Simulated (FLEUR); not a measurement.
# CuO (Cccm) in FLEUR: notebook, part 2 of 2

FLEUR MaX-R8.1 (later development tree).

**5. Band structure, r2SCAN**

Changes to inp.xml since step 4:

```diff
@@ -6,3 +6,3 @@
    <calculationSetup>
-      <cutoffs Kmax="5.1" Gmax="15.8" GmaxXC="15.8" numbands="0"/>
+      <cutoffs Kmax="5.05" Gmax="15.7" GmaxXC="15.7" numbands="0"/>
       <scfLoop itmax="80" minDistance="0.0001" maxIterBroyd="30" imix="Anderson" alpha="0.05" precondParam="0.0" spinf="2.0" sdNocoIR="T"/>
@@ -37,3 +37,3 @@
       <species name="Copper (Cu)" element="Cu" atomicNumber="29">
-         <mtSphere radius="1.92" gridPoints="641" logIncrement="0.019"/>
+         <mtSphere radius="1.94" gridPoints="641" logIncrement="0.019"/>
          <atomicCutoffs lmax="8" lnonsphr="8"/>
@@ -52,3 +52,3 @@
       <species name="Oxygen (O)" element="O" atomicNumber="8">
-         <mtSphere radius="1.47" gridPoints="489" logIncrement="0.022"/>
+         <mtSphere radius="1.48" gridPoints="489" logIncrement="0.022"/>
          <atomicCutoffs lmax="8" lnonsphr="8"/>
```

The input, crystal.txt:

```
CuO
&input cartesian=F /
1.9909680000  -2.1535500000  0.0000000000
1.9909680000  2.1535500000  0.0000000000
0.0000000000  0.0000000000  5.1559280000
1.8897261246
1.0 1.0 1.0

4
29 0.5000000000  0.0000000000  0.0000000000
29 0.0000000000  0.5000000000  0.5000000000
8 0.5000000000  0.5000000000  0.2500000000
8 0.5000000000  0.5000000000  0.7500000000

&kpt div1=9 div2=9 div3=5 gamma=T /
```

Changes to inp.xml (bands) since step 4:

```diff
@@ -6,3 +6,3 @@
    <calculationSetup>
-      <cutoffs Kmax="5.1" Gmax="15.8" GmaxXC="15.8" numbands="0"/>
+      <cutoffs Kmax="5.05" Gmax="15.7" GmaxXC="15.7" numbands="0"/>
       <scfLoop itmax="80" minDistance="0.0001" maxIterBroyd="30" imix="Anderson" alpha="0.05" precondParam="0.0" spinf="2.0" sdNocoIR="T"/>
@@ -37,3 +37,3 @@
       <species name="Copper (Cu)" element="Cu" atomicNumber="29">
-         <mtSphere radius="1.92" gridPoints="641" logIncrement="0.019"/>
+         <mtSphere radius="1.94" gridPoints="641" logIncrement="0.019"/>
          <atomicCutoffs lmax="8" lnonsphr="8"/>
@@ -52,3 +52,3 @@
       <species name="Oxygen (O)" element="O" atomicNumber="8">
-         <mtSphere radius="1.47" gridPoints="489" logIncrement="0.022"/>
+         <mtSphere radius="1.48" gridPoints="489" logIncrement="0.022"/>
          <atomicCutoffs lmax="8" lnonsphr="8"/>
```

Command:

```
> inpgen -f crystal.txt -profile fastHighL
> # inp.xml edited to the form shown
> fleur_MPI
> fleur_MPI   # second run, on inp.xml (bands)
```

Wall time 4.8 min (1 thread of Arm Neoverse V2, shared host); peak memory 0.1 GiB.

Results (log left out):

```yaml
Free_energy: -94176.2114 eV
Band_gap_along_the_path: none (metal or under the smearing width)
Valence_electrons_inside_the_program's_atomic_spheres: Cu 17.15; O 4.75 (radii Cu 1.94, O 1.48 bohr)
```

Levels at the corners of the path, in eV from the Fermi level:
```
point  band 22  band 23  band 24  band 25  band 26  band 27  band 28  band 29
    Γ    -2.52    -2.49    -2.12     0.59     0.79     1.66     6.53     7.71
    X    -2.55    -1.53    -1.40    -1.40     1.16     2.58     7.32     9.65
    S    -2.06    -1.72    -1.68     0.24     0.49     3.98     6.29     6.86
    R    -2.53    -2.18    -1.92    -0.16     0.68     4.61     6.29     8.62
    A    -2.09    -1.60    -1.60    -0.45    -0.45     4.35     4.35    10.69
    Z    -2.48    -1.73    -1.73     0.14     0.14     3.76     3.76    12.23
    Γ    -2.52    -2.49    -2.12     0.59     0.79     1.66     6.53     7.71
    Y    -2.54    -1.55    -1.38    -1.32     1.18     2.43     7.53     9.62
   X1    -2.55    -1.53    -1.40    -1.40     1.16     2.58     7.32     9.65
   A1    -2.09    -1.60    -1.60    -0.45    -0.45     4.35     4.35    10.69
    T    -2.07    -1.57    -1.57    -0.46    -0.46     4.30     4.30    10.68
    Y    -2.54    -1.55    -1.38    -1.32     1.18     2.43     7.53     9.62
    Z    -2.48    -1.73    -1.73     0.14     0.14     3.76     3.76    12.23
    T    -2.07    -1.57    -1.57    -0.46    -0.46     4.30     4.30    10.68
```

Core levels (eV from the Fermi level):
| atom | levels |
| --- | --- |
| 1 Cu | 1s1/2 -8847.3, 2s1/2 -1059.9, 2p1/2 -927.8, 2p3/2 -907.3 |
| 2 Cu | 1s1/2 -8847.3, 2s1/2 -1059.9, 2p1/2 -927.8, 2p3/2 -907.3 |
| 3 O | 1s1/2 -506.8 |
| 4 O | 1s1/2 -506.8 |

Caveat: the meta-GGA is that of a development version, with a GGA for the radial functions and cores and without core tails; the run has no spin polarisation, though such a crystal can be magnetic; semilocal functionals often make such compounds metallic where correlation or magnetic order opens a gap, which also shifts bond lengths.

**6. Equation of state, r2SCAN, 10.39 Å³/atom (volume scaled by 0.94)**

Changes to inp.xml since step 5:

```diff
@@ -6,3 +6,3 @@
    <calculationSetup>
-      <cutoffs Kmax="5.05" Gmax="15.7" GmaxXC="15.7" numbands="0"/>
+      <cutoffs Kmax="5.21" Gmax="16.2" GmaxXC="16.2" numbands="0"/>
       <scfLoop itmax="80" minDistance="0.0001" maxIterBroyd="30" imix="Anderson" alpha="0.05" precondParam="0.0" spinf="2.0" sdNocoIR="T"/>
@@ -27,3 +27,3 @@
       <xi:include xmlns:xi="http://www.w3.org/2001/XInclude" href="sym.xml"> </xi:include>
-      <bulkLattice scale="1.0">
+      <bulkLattice scale="0.9795861087">
          <bravaisMatrix>
@@ -37,3 +37,3 @@
       <species name="Copper (Cu)" element="Cu" atomicNumber="29">
-         <mtSphere radius="1.94" gridPoints="641" logIncrement="0.019"/>
+         <mtSphere radius="1.88" gridPoints="641" logIncrement="0.019"/>
          <atomicCutoffs lmax="8" lnonsphr="8"/>
@@ -52,3 +52,3 @@
       <species name="Oxygen (O)" element="O" atomicNumber="8">
-         <mtSphere radius="1.48" gridPoints="489" logIncrement="0.022"/>
+         <mtSphere radius="1.44" gridPoints="489" logIncrement="0.022"/>
          <atomicCutoffs lmax="8" lnonsphr="8"/>
```

Potentials or basis: all-electron, FLAPW.

Command:

```
> inpgen -f crystal.txt -profile fastHighL
> # inp.xml edited to the form shown
> fleur_MPI
```

Run time: 4.8 min. Hardware: 1 thread of Arm Neoverse V2, shared host; peak memory 0.11 GiB.

Results (log left out):

```yaml
Free_energy: -94176.2071 eV
Band_gap_on_the_k_mesh: none (metal or under the smearing width)
Valence_electrons_inside_the_program's_atomic_spheres: Cu 17.04; O 4.65 (radii Cu 1.88, O 1.44 bohr)
```

Caveat: the meta-GGA is that of a development version, with a GGA for the radial functions and cores and without core tails; the run has no spin polarisation, though such a crystal can be magnetic; semilocal functionals often make such compounds metallic where correlation or magnetic order opens a gap, which also shifts bond lengths.

**7. Equation of state, r2SCAN, 10.61 Å³/atom (volume scaled by 0.96)**

Changes to inp.xml since step 6:

```diff
@@ -27,3 +27,3 @@
       <xi:include xmlns:xi="http://www.w3.org/2001/XInclude" href="sym.xml"> </xi:include>
-      <bulkLattice scale="0.9795861087">
+      <bulkLattice scale="0.9864848297">
          <bravaisMatrix>
```

Command:

```
> inpgen -f crystal.txt -profile fastHighL
> # inp.xml edited to the form shown
> fleur_MPI
```

Run time: 4.7 min. Hardware: 1 thread of Arm Neoverse V2, shared host; peak memory 0.11 GiB.

The run converged. Its results:

* Free energy: -94176.2299 eV
* Band gap on the k mesh: none (metal or under the smearing width)
* Valence electrons inside the program's atomic spheres: Cu 17.03; O 4.64 (radii Cu 1.88, O 1.44 bohr)

Caveat: the meta-GGA is that of a development version, with a GGA for the radial functions and cores and without core tails; the run has no spin polarisation, though such a crystal can be magnetic; semilocal functionals often make such compounds metallic where correlation or magnetic order opens a gap, which also shifts bond lengths.

**8. Equation of state, r2SCAN, 11.05 Å³/atom**

Changes to inp.xml since step 7:

```diff
@@ -27,3 +27,3 @@
       <xi:include xmlns:xi="http://www.w3.org/2001/XInclude" href="sym.xml"> </xi:include>
-      <bulkLattice scale="0.9864848297">
+      <bulkLattice scale="1.0000000000">
          <bravaisMatrix>
```

Command:

```
> inpgen -f crystal.txt -profile fastHighL
> # inp.xml edited to the form shown
> fleur_MPI
```

Wall time 5.3 min (1 thread of Arm Neoverse V2, shared host); peak memory 0.11 GiB.

Results (log left out):

```yaml
Free_energy: -94176.2126 eV
Band_gap_on_the_k_mesh: none (metal or under the smearing width)
Valence_electrons_inside_the_program's_atomic_spheres: Cu 17.01; O 4.61 (radii Cu 1.88, O 1.44 bohr)
```

Caveat: the meta-GGA is that of a development version, with a GGA for the radial functions and cores and without core tails; the run has no spin polarisation, though such a crystal can be magnetic; semilocal functionals often make such compounds metallic where correlation or magnetic order opens a gap, which also shifts bond lengths.

**9. Equation of state, r2SCAN, 11.50 Å³/atom (volume scaled by 1.04)**

Changes to inp.xml since step 8:

```diff
@@ -27,3 +27,3 @@
       <xi:include xmlns:xi="http://www.w3.org/2001/XInclude" href="sym.xml"> </xi:include>
-      <bulkLattice scale="1.0000000000">
+      <bulkLattice scale="1.0131594038">
          <bravaisMatrix>
```

Potentials or basis: all-electron, FLAPW.

Command:

```
> inpgen -f crystal.txt -profile fastHighL
> # inp.xml edited to the form shown
> fleur_MPI
```

Run time: 5.7 min. Hardware: 1 thread of Arm Neoverse V2, shared host; peak memory 0.11 GiB.

It converged, with:

```yaml
Free_energy: -94176.1266 eV
Band_gap_on_the_k_mesh: none (metal or under the smearing width)
Valence_electrons_inside_the_program's_atomic_spheres: Cu 16.99; O 4.59 (radii Cu 1.88, O 1.44 bohr)
```

Caveat: the meta-GGA is that of a development version, with a GGA for the radial functions and cores and without core tails; the run has no spin polarisation, though such a crystal can be magnetic; semilocal functionals often make such compounds metallic where correlation or magnetic order opens a gap, which also shifts bond lengths.

**10. Equation of state, r2SCAN, 11.72 Å³/atom (volume scaled by 1.06)**

Changes to inp.xml since step 9:

```diff
@@ -27,3 +27,3 @@
       <xi:include xmlns:xi="http://www.w3.org/2001/XInclude" href="sym.xml"> </xi:include>
-      <bulkLattice scale="1.0131594038">
+      <bulkLattice scale="1.0196128224">
          <bravaisMatrix>
```

Command:

```
> inpgen -f crystal.txt -profile fastHighL
> # inp.xml edited to the form shown
> fleur_MPI
```

It took 5.8 min on 1 thread of Arm Neoverse V2, shared host; peak memory 0.12 GiB.

The run converged. Its results:

```yaml
Free_energy: -94176.0635 eV
Band_gap_on_the_k_mesh: none (metal or under the smearing width)
Valence_electrons_inside_the_program's_atomic_spheres: Cu 16.98; O 4.58 (radii Cu 1.88, O 1.44 bohr)
```

Caveat: the meta-GGA is that of a development version, with a GGA for the radial functions and cores and without core tails; the run has no spin polarisation, though such a crystal can be magnetic; semilocal functionals often make such compounds metallic where correlation or magnetic order opens a gap, which also shifts bond lengths.

**11. Equation of state, r2SCAN**

Potentials or basis: all-electron, FLAPW.

This step only gathers the single runs of the series.

What came out:

```
Equilibrium volume                        : 10.73 Å³/atom
Bulk modulus at fixed shape and positions : 180 GPa
```

Energy against volume, from the lowest point:
| volume (Å³/atom) | energy (meV/atom) |
| --- | --- |
| 10.390 | 5.68 |
| 10.611 | 0.00 |
| 11.053 | 4.33 |
| 11.496 | 25.80 |
| 11.717 | 41.59 |

Caveat: the meta-GGA is that of a development version, with a GGA for the radial functions and cores and without core tails; the cell was scaled at fixed shape and fractional positions, which overstates the stiffness of a crystal with free parameters, most of all of layers and chains; the run has no spin polarisation, though such a crystal can be magnetic.
